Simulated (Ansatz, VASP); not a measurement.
## KF: VASP beside Ansatz

The input INCAR:

```
ALGO     = Normal         # electronic algorithm
EDIFF    = 1E-7           # SCF threshold, eV
ENCUT    = 520            # plane-wave cutoff, eV
GGA      = PE             # functional
ISIF     = 2              # what is computed and relaxed
ISMEAR   = -1             # smearing method
LASPH    = T              # aspherical terms in the spheres
LCHARG   = F              # write CHGCAR
LREAL    = F              # projectors in reciprocal space
LWAVE    = F              # write WAVECAR
NBANDS   = 15             # bands
NELM     = 60             # most SCF steps
PREC     = Accurate       # precision mode
SIGMA    = 0.02           # smearing width, eV
```

Contents of KPOINTS:

```
k-points
0
Gamma
  8 8 8
```

File POSCAR:

```
KF
1.0
    3.1788706666      0.0000000000      0.0000000000
    0.0000000000      3.1788706666      0.0000000000
    0.0000000000      0.0000000000      3.1788706666
K F
1 1
Direct
    0.0000000000      0.0000000000      0.0000000000
    0.5000000000      0.5000000000      0.5000000000
```

Input for Ansatz:

```yaml
crystal:
  lattice:
    - [3.1788706666, 0.0, 0.0]
    - [0.0, 3.1788706666, 0.0]
    - [0.0, 0.0, 3.1788706666]
  atoms:
    - { symbol: K, position: [0.0, 0.0, 0.0] }
    - { symbol: F, position: [0.5, 0.5, 0.5] }
kpoints:
  mp_grid: { grid: [8, 8, 8] }
  band_path:
    path:
      - [[0.0, 0.0, 0.0], [5.565363797016e-51, 0.5, -1.262082128036e-68], [0.5, 0.5, -2.524389616082e-36], [0.0, 0.0, 0.0], [0.5, 0.5, 0.5], [5.565363797016e-51, 0.5, -1.262082128036e-68]]
      - [[0.5, 0.5, 0.5], [0.5, 0.5, -2.524389616082e-36]]
    npoints: 10
hamiltonian:
  xc: pbe
scf:
  occupations: { method: fermi_dirac, width: 0.02 }
  n_extra_bands: 4
output:
  forces: true
  stress: true
  eigenvalues: true
```

The cell was built by a generator and needn't be a form met in nature.

Alike in both runs: task single point; functional PBE; k mesh 8 × 8 × 8; occupations fermi-dirac, width 0.02 eV; no spin polarisation.

|  | VASP | Ansatz |
| --- | --- | --- |
| version | VASP 6.6.1 | Ansatz 0.2.0 |
| potentials or method | VASP PAW PBE potentials, release 64 (K_sv, F) | plane waves, PAW |
| plane-wave cutoff (eV) | 520 | 420 |
| valence electrons in the cell | 16 | 16 |

Ansatz gave:

```
gap on the k mesh at the Fermi level (eV) : 6.82
pressure (GPa)                            : 2.9
```

Problem. What did VASP give for the same quantities?

Solution. gap on the k mesh at the Fermi level (eV): 6.80; pressure (GPa): 3.0.

A k mesh can miss the band edges. Expect the measured gap to be larger: semilocal functionals such as PBE lack the derivative discontinuity.
